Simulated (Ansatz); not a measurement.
## SrTiO$_{3}$ (Pm-3m), random displacements

Method: Ansatz, DFT PBEsol, scalar-relativistic, plane waves, PAW. The runs took a 420 eV cutoff, a Γ-centred 8×8×8 mesh and Gaussian smearing (0.05 eV). No spin polarisation. Energies are free energies at this smearing, counted from the undisturbed cell; pressure is positive in compression.

Reference structure (relaxed at this level; it needn't be the usual structure):

```yaml
crystal:
  lattice:
    - [3.89112, 0.00000, 0.00000]
    - [0.00000, 3.89112, 0.00000]
    - [0.00000, 0.00000, 3.89112]
  atoms:
    - { symbol: Sr, position: [0.00000, 0.00000, 0.00000] }
    - { symbol: Ti, position: [0.50000, 0.50000, 0.50000] }
    - { symbol: O, position: [0.00000, 0.50000, 0.50000] }
    - { symbol: O, position: [0.50000, 0.00000, 0.50000] }
    - { symbol: O, position: [0.50000, 0.50000, 0.00000] }
```

After a displacement of all atoms with no net shift and a strain of the cell, the run gives ΔE = 95.2 meV/atom; stress (xx, yy, zz, yz, xz, xy; compression positive) (-1.77, 0.27, -1.72, -0.60, -1.44, 1.78) GPa; gap on the mesh 2.15 eV.

| atom | Fx (eV/Å) | Fy | Fz |
| --- | --- | --- | --- |
| Sr1 | -0.608 | -0.050 | 0.090 |
| Ti2 | 0.717 | -0.045 | -0.047 |
| O3 | 1.282 | -1.198 | -0.681 |
| O4 | -0.517 | 2.340 | -0.188 |
| O5 | -0.874 | -1.047 | 0.826 |

Q: Which displacements (Å, in the unstrained cell) and strain were applied?

A:
```tsv
atom	ux	uy	uz
Sr1	0.04	-0.06	0.02
Ti2	-0.14	-0.02	0.06
O3	-0.05	0.12	0.09
O4	0.04	-0.12	-0.08
O5	0.11	0.08	-0.08
```
Strain (Voigt, engineering shear): (0.0096, -0.0035, 0.0169, -0.0007, 0.0066, -0.0138).

Symmetry holds off the tilts and polar distortions that many cubic perovskites undergo.

Cost: 1 run of about 0.7 core-minutes, on Arm Neoverse V1 (shared hosts).